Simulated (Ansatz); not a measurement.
# AlRu: strong compression

An exercise on one series of results from a longer session: the logs are not shown, and one member is left open.

Program: Ansatz 0.2.0. Level of theory: DFT, PBE, PAW with Ansatz's default frozen-core files, scalar-relativistic. These are calculated values, not measurements.

## Starting point

Symmetry: Fm-3m, No. 225, cubic system. Conventional cell: a = 5.072 Å, b = 5.072 Å, c = 5.072 Å, α = 90.00°, β = 90.00°, γ = 90.00°. Around Ru (site symmetry m-3m) lie 6 Al at 2.54 Å. Al (site symmetry m-3m) is surrounded by 6 Ru at 2.54 Å.

Coordinates:

```cif
data_structure
_symmetry_space_group_name_H-M 'Fm-3m'
_symmetry_Int_Tables_number 225
_cell_length_a 5.0719
_cell_length_b 5.0719
_cell_length_c 5.0719
_cell_angle_alpha 90.000
_cell_angle_beta 90.000
_cell_angle_gamma 90.000
_cell_volume 130.47
loop_
_atom_site_label
_atom_site_type_symbol
_atom_site_symmetry_multiplicity
_atom_site_Wyckoff_symbol
_atom_site_fract_x
_atom_site_fract_y
_atom_site_fract_z
_atom_site_occupancy
Ru1 Ru 4 a 0.00000 0.00000 0.00000 1
Al1 Al 4 b 0.50000 0.00000 0.00000 1
```

The file gives the conventional cell by its symmetry; the runs use the cell typed in the input.

Whether this phase is the stable one at these pressures isn't tested.

Atoms are numbered in the order of the input: Ru1, Al2.

Set-up of the first run:

input.yaml

```yaml
crystal:
  lattice:
    - [0.0, 2.5359338295, 2.5359338295]
    - [2.5359338295, 0.0, 2.5359338295]
    - [2.5359338295, 2.5359338295, 0.0]
  atoms:
    - { symbol: Ru, position: [0.0, 0.0, 0.0] }
    - { symbol: Al, position: [0.5, 0.5, 0.5] }
kpoints:
  mp_grid: { grid: [14, 14, 14] }
scf:
  occupations: { method: fermi_dirac, width: 0.1 }
hamiltonian:
  xc: pbe
  pseudopotentials: { kind: paw }
output:
  forces: true
  stress: true
relax:
  f_tol: 0.005
  max_steps: 40
  cell: {}
```

Started as:

```bash
$ ansatz run input.yaml --threads 1 --pin off --max-ram 2048MiB --backend cpu --events-out ev --progress --plain --runs-dir out
```

Among the steps run: Cell relaxed at zero pressure, PAW; Volume scaled by 1, PAW; Volume scaled by 0.94, PAW; Volume scaled by 0.88, PAW; Volume scaled by 0.8, PAW; Volume scaled by 0.72, PAW; Volume scaled by 0.64, PAW; Volume scaled by 0.55, PAW; Volume scaled by 0.55, PAW (partial_waves polarizable).

One table of the session follows, with a row left open; its other results are not shown here.

 The rows PAW, 0.55 and PAW (partial_waves polarizable), 0.55 agree to the last digit and may rest on the same set-up.

| method | volume over the first | volume (Å³/atom) | pressure (GPa) |
| --- | --- | --- | --- |
| PAW | 1 | ? | ? |
| PAW | 0.94 | 14.562 | 10.02 |
| PAW | 0.88 | 13.632 | 23.88 |
| PAW | 0.8 | 12.393 | 51.05 |
| PAW | 0.72 | 11.154 | 93.76 |
| PAW | 0.64 | 9.914 | 162.59 |
| PAW | 0.55 | 8.520 | 296.78 |
| PAW (partial_waves polarizable) | 0.55 | 8.520 | 296.78 |

Q: Estimate the row for PAW, 1 from the others.

**Answer.** volume (Å³/atom): 15.491; pressure (GPa): -0.04. In the column «volume (Å³/atom)» it is the highest.
